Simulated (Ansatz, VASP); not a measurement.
**One calculation of Si2N, two programs**

```
CELL_PARAMETERS angstrom
6.97492 0.00000 0.00000
0.00000 6.97492 0.00000
0.00000 0.00000 5.15873
ATOMIC_POSITIONS crystal
Si 0.24257 0.99986 0.22817
Si 0.75743 0.00014 0.22817
Si 0.00014 0.24257 0.22817
Si 0.99986 0.75743 0.22817
Si 0.75743 0.00014 0.77183
Si 0.24257 0.99986 0.77183
Si 0.99986 0.75743 0.77183
Si 0.00014 0.24257 0.77183
N 0.99976 0.60049 0.50000
N 0.00024 0.39951 0.50000
N 0.39951 0.99976 0.50000
N 0.60049 0.00024 0.50000
```

Alike in both runs: functional PBE; k mesh 4 × 4 × 4; occupations gaussian, width 0.1 eV; no spin polarisation.

Ansatz relaxed the structure, and its values are those at the end. VASP's run is a single point on that final structure, the one shown.

|  | VASP | Ansatz |
| --- | --- | --- |
| version | VASP 6.6.1 | Ansatz 0.2.0 |
| potentials or method | VASP PAW PBE potentials, release 64 (Si, N) | scalar-relativistic, plane waves, PAW |
| plane-wave cutoff (eV) | 520 | 420 |
| valence electrons in the cell | 52 | 52 |

|  | VASP | Ansatz | Ansatz less VASP |
| --- | --- | --- | --- |
| gap on the k mesh at the Fermi level (eV) | none | none | - |
| pressure (GPa) | 0.2 | 0.3 | +0.10 |
| rms of the force components (eV/Å) | 0.026 | 0.019 | -0.0071 |

A gap of «none» marks a metal or a gap that the smearing closes.
